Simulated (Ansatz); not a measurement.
Wanted: the native input for an Ansatz 0.2.0 run.

| Property | Result |
| --- | --- |
| Task | relaxation of cell and atoms |
| Functional | BLYP |
| Potentials or basis | Ansatz PAW |
| Cutoff | 420 eV (not typed: the program's choice for these potentials) |
| k mesh | 12 × 12 × 7 |
| Occupations | fermi-dirac, width 0.05 eV |
| Spin | no spin polarisation |

Crystal: Cu.

```xyz
2
Lattice="2.5341 0.0000 0.0000 -1.2670 2.1946 0.0000 0.0000 0.0000 4.1126" Properties=species:S:1:pos:R:3 pbc="T T T"
Cu    1.2670    0.7315    3.0844
Cu    0.0000    1.4631    1.0281
```

This isn't the form of Cu at room conditions, which is fcc.

The input as run:

input.yaml

```yaml
crystal:
  lattice:
    - [2.5340966698, 0.0, 0.0]
    - [-1.2670483349, 2.1945920917, 0.0]
    - [0.0, 0.0, 4.112571]
  atoms:
    - { symbol: Cu, position: [0.6666666667, 0.3333333333, 0.75] }
    - { symbol: Cu, position: [0.3333333333, 0.6666666667, 0.25] }
hamiltonian:
  xc: blyp
  pseudopotentials: { kind: paw }
kpoints:
  mp_grid: { grid: [12, 12, 7] }
scf:
  occupations: { method: fermi_dirac, width: 0.05 }
output:
  forces: true
  stress: true
  eigenvalues: true
relax:
  f_tol: 0.01
  max_steps: 40
  cell: { stress_tol: 0.05 }
```

Potentials or basis: Ansatz PAW.

Command:

```console
$ ansatz run input.yaml --threads 2 --pin off --max-ram 5632MiB --backend cpu --events-out ev --progress --plain --runs-dir out
```

Results of the run:

```yaml
Relaxed_volume: 12.74 Å³/atom
Relaxed_cell: a = 2.633 Å, b = 2.633 Å, c = 4.244 Å, α = 90.00°, β = 90.00°, γ = 120.00°
Space_group_after_relaxing_to_0.05_Å: P6_3/mmc (No. 194)
Energy_gained_by_relaxing: 58.6 meV/atom
Ionic_steps: 9
Pressure_after_relaxing: 0.0 GPa
Band_gap_on_the_k_mesh: none (metal or under the smearing width)
```

Caveat: the plane-wave basis is chosen anew once the cell has moved, so the energies of steps on either side of that aren't comparable; the PAW data sets come from PBE, with cores solved anew for the run's functional, which leaves a small shift of forces and pressure.

It took 10 s on 2 threads of Arm Neoverse V2, on a shared host, peak memory 0.33 GiB.
